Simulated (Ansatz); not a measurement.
**ZnO and the effect of the pressure**

The cell as given:

Symmetry: P6_3mc, No. 186, hexagonal system. Conventional cell: a = 3.249 Å, b = 3.249 Å, c = 5.206 Å, α = 90.00°, β = 90.00°, γ = 120.00°. Zn (site symmetry 3m) is surrounded by 4 O at 1.97 to 1.98 Å. Around O (site symmetry 3m) lie 4 Zn at 1.97 to 1.98 Å.

Kept alike: task relaxation of cell and atoms; functional PBEsol; k mesh 9 × 9 × 5; occupations fermi-dirac, width 0.05 eV; no spin polarisation. Program: Ansatz, all-electron LAPW, scalar-relativistic. The mesh is that of the run's cell of 4 atoms. No spin-orbit coupling.

| pressure, P (GPa) | volume (Å³/atom) | first edge of the run's cell (Å) | third edge of the run's cell (Å) |
| --- | --- | --- | --- |
| 0 | 11.771 | 3.230 | 5.212 |
| 5 | 11.401 | 3.195 | 5.158 |
| 10 | 11.085 | 3.165 | 5.110 |
| 20 | 10.566 | 3.114 | 5.031 |
| 30 | 10.149 | 3.072 | 4.968 |

The relaxations keep at least the cell's symmetry (P6_3mc). The runs follow the start's structure, whether or not it is the stable one at these pressures. P is the pressure aimed at, which the runs meet within some hundredths to tenths of a GPa.

The volume falls from 11.771 to 10.149 Å³/atom between 0 and 30 GPa. The volume falls ever more slowly, since the solid stiffens under load. At the pressures aimed at, which the runs meet within some tenths of a GPa, the step from 0 to 5 GPa gives a mean bulk modulus near 157 GPa, the last step 248 GPa. The first edge of the run's cell falls from 3.230 to 3.072 Å between 0 and 30 GPa. The third edge of the run's cell falls from 5.212 to 4.968 Å between 0 and 30 GPa.
